Q: I have a PBE run on one La2O3 cell, with the pressure it gives. A colleague uses another gradient functional for the same cell. Can I tell what pressure he will find without running it?

A: To a useful degree, yes, if his functional is a close relative of PBE and you know what it does to exchange. Functionals of this type multiply the local exchange energy, which is negative, by a factor $F(s)$. The reduced gradient $s$ is a pure number, $|\nabla n|/n^{4/3}$ up to a constant, where $n$ is the electron density. It is small where the density is nearly even and large in thin, steep regions.

Q: Then a larger $F$ should mean stronger binding, and a smaller crystal?

A: Test that on two extremes. Suppose first that expansion stretched the whole density evenly. Then $s$ would stay the same everywhere while the exchange energy weakened, and a larger $F$ would indeed favour contraction.

Now suppose that the ions keep their shape and merely move apart. In the overlap between them the density drops, and $s$ rises over most of that region. For roughly exponential tails $|\nabla n|/n$ hardly changes, while the remaining factor $n^{-1/3}$ grows. The more steeply $F$ climbs with $s$, the more this rise makes up for the exchange energy lost on expansion, and the stronger the outward push. Closed-shell ions such as La³⁺ and O²⁻ should be nearer to this second extreme, although O²⁻ is soft and swells somewhat when it is given room. That is an argument from theory; the runs do not separate the two effects.

Q: So I should compare slopes. What do they look like?

A: Call the slope $g = dF/d(s^2)$. For the PBE form, which PBEsol and revPBE share, and for RPBE it is

$$g=\frac{\mu}{(1+\mu s^2/\kappa)^2},\qquad g_{\rm RPBE}=\mu\,e^{-\mu s^2/\kappa}.$$

Here $\mu$ is the slope at $s=0$, and $\kappa$ sets how high $F$ can finally rise. As $s$ goes to zero, PBE, revPBE and RPBE have the same slope, while PBEsol is flatter because its $\mu$ is smaller. At very large $s$ all four slopes vanish.

What separates PBE, revPBE and RPBE is therefore how fast the slope decays in between. RPBE starts to lose slope half as fast as PBE. The larger $\kappa$ of revPBE makes its loss about two thirds as fast. So, if moderate values of $s$ count most, the outward push should grow from PBEsol through PBE and revPBE to RPBE. At larger $s$ the curves cross and the order would change.

Q: Does it?

A: Here are the computed values. A positive pressure means that the cell would expand if it were released.

Plane-wave DFT with PAW in Ansatz 0.2.0 for La2O3 (P-3m1, 5 atoms), with the same fixed cell and atoms in every row. Wave cutoff 420 eV, density cutoff 1680 eV, unshifted 6×6×4 k mesh, fixed occupations, no spin polarization and no dispersion correction. Pressure is positive in compression.

| functional | pressure (GPa) | gap on mesh (eV) |
| --- | --- | --- |
| PBE | 1.900 | 3.841 |
| PBEsol | -3.010 | 3.769 |
| revPBE | 4.180 | 3.892 |
| RPBE | 5.030 | 3.909 |
| BLYP | 6.870 | 3.919 |

Those four do follow this order. BLYP lies higher still, and we must come back to it.

Q: How do I turn a slope into GPa?

A: Assume that the electron density hardly changes between functionals, and let $s=1$ stand for the whole overlap region. Then

$$P \approx P_{\rm PBE} + C\,(g-g_{\rm PBE}).$$

The PBE run is the anchor. The step from PBE to RPBE gives $C$ = 99 GPa, which I round to 100 GPa.

Take revPBE, which was not used to set $C$. Its $\mu$ is about 0.22, as in PBE, and $\mu/\kappa$ is 0.176 against 0.273 for PBE:

$$g_{\rm revPBE}=\frac{0.22}{1.176^2}=0.159,\qquad g_{\rm PBE}=\frac{0.22}{1.273^2}=0.136,$$

$$P\approx 1.9+100\,(0.159-0.136)=4.2\ \text{GPa}.$$

The full calculation also gives 4.2 GPa.

Q: Let me try PBEsol. With $\mu=10/81$ and $\mu/\kappa=0.154$ I get

$$g=\frac{10/81}{1.154^2}=0.093,\qquad P\approx 1.9+100\,(0.093-0.136)=-2.4\ \text{GPa}.$$

A: The sign is right: PBEsol would shrink this cell. The computed value is −3.0 GPa, so you miss by 0.6 GPa, or 13 % of the step from PBE.

Q: That seems good for two lines of arithmetic. How far may I trust it?

A: More for revPBE than for PBEsol. I chose $s=1$ with the table in view, so ask what another choice would do. With $s^2$ at 0.5 or 1.5, and $C$ reset on RPBE each time, revPBE stays between 4.1 and 4.3 GPa, but PBEsol moves from −7.3 to −0.7 GPa.

The limit of small $s$ shows why. There the slopes of PBE and RPBE merge, so $C$ must become huge to explain their step, while PBEsol still differs from both. For revPBE you interpolate between two known functionals; for PBEsol you extrapolate.

Q: Does the agreement at least prove that the slope is what matters?

A: No. A rule built on the value of $F$ at $s=1.5$, instead of its slope at $s=1$, stays within 0.1 GPa for revPBE and comes closer than ours for PBEsol. Its $s$ had to be chosen too: at $s=1$ it would give −8.5 GPa for PBEsol.

The two rules are close relatives. Every $F$ here starts from 1 at $s=0$, so its value at $s=1.5$ adds up the slope on the way there. I keep the slope because it follows directly from the two extremes we began with, but the table does not favour it. The output printed below gives both versions.

Q: And BLYP?

A: There the rule fails. At $s=1$ the exchange part of BLYP has practically the slope of PBE, so we would estimate 1.9 GPa. The calculation gives 6.9 GPa, and the rule misses the entire step.

BLYP also replaces the correlation part, which our rule ignores, and that is the likely main cause. PBEsol changes correlation too, though less: it weakens the gradient term that PBE uses. The rule leaves that out as well, so its result for PBEsol is not a clean test of exchange. For BLYP, a single value of $s$ may also hide some difference in exchange. A run with BLYP's exchange and PBE's correlation would separate the two, but there is none here. Use the rule only among relatives of PBE.

Q: What do a few GPa mean for the size of the crystal?

A: Divide by the bulk modulus. For La2O3 I recall very roughly 100 GPa, so 1 GPa is about 1 % in volume, or on average a third of that in each edge. PBE would then make the volume about 2 % larger than that of this cell, and PBEsol about 3 % smaller. Treat these as rough, since a limited plane-wave basis can shift all pressures together. Such a shift largely cancels in the differences that our rule uses.

Q: Can I estimate the gap in the same way?

A: For the gap an even simpler rule will do: keep the PBE value. Every other row lies within 0.08 eV of it. That holds for this fixed cell; if each functional relaxed the cell, the differences could change. All these gaps are read on the k mesh, which can miss the band edges, so the true gap of each functional may be somewhat smaller. Functionals of this kind usually make the gap of an oxide too small, and exchanging one of these five for another will not repair that.

Q: And if I move to another oxide?

A: Keep the reasoning but not the 100 GPa. In our picture that constant reflects how much density overlaps in this cell and how quickly the overlap thins out on expansion, so it should differ from crystal to crystal. One PBE run and one RPBE run on the new cell would set it again. They would not test the choice $s=1$, so an estimate for PBEsol would stay uncertain there.

Numerical output:

```
Constant from the PBE to RPBE step, before rounding to 100 (GPa): 99.02
Hand rule at s of 1 with constant 100 GPa:
     row  slope_g  slope_less_PBE  pressure_less_PBE_GPa  estimate_GPa  computed_GPa  miss_GPa
     PBE   0.1354               0                      0           1.9           1.9         0
  PBEsol   0.0928        -0.04265                  -4.91        -2.365         -3.01    0.6453
  revPBE   0.1586         0.02319                   2.28         4.219          4.18   0.03859
    RPBE   0.1671         0.03161                   3.13         5.061          5.03   0.03107
    BLYP   0.1356       0.0001237                   4.97         1.912          6.87    -4.958
mu/kappa of PBE and RPBE: 0.273
mu/kappa of PBEsol: 0.1536
mu/kappa of revPBE: 0.1763
PBEsol miss as share of its step from PBE (percent): 13.14
revPBE miss as share of its step from PBE (percent): 1.692
PBEsol estimate if s squared is 0.5, constant reset on RPBE (GPa): -7.311
PBEsol estimate if s squared is 1.5, constant reset on RPBE (GPa): -0.666
revPBE estimate if s squared is 0.5, constant reset on RPBE (GPa): 4.142
revPBE estimate if s squared is 1.5, constant reset on RPBE (GPa): 4.279
Rival rule with value of F at s of 1, PBEsol estimate (GPa): -8.507
Rival rule with value of F at s of 1.5, PBEsol estimate (GPa): -3.035
Rival rule with value of F at s of 1.5, revPBE estimate (GPa): 4.266
Span of pressure over the table (GPa): 9.88
Span of gap over the table (eV): 0.15
Rough volume change toward zero pressure, PBE (percent): 1.9
Rough volume change toward zero pressure, PBEsol (percent): -3.01
```
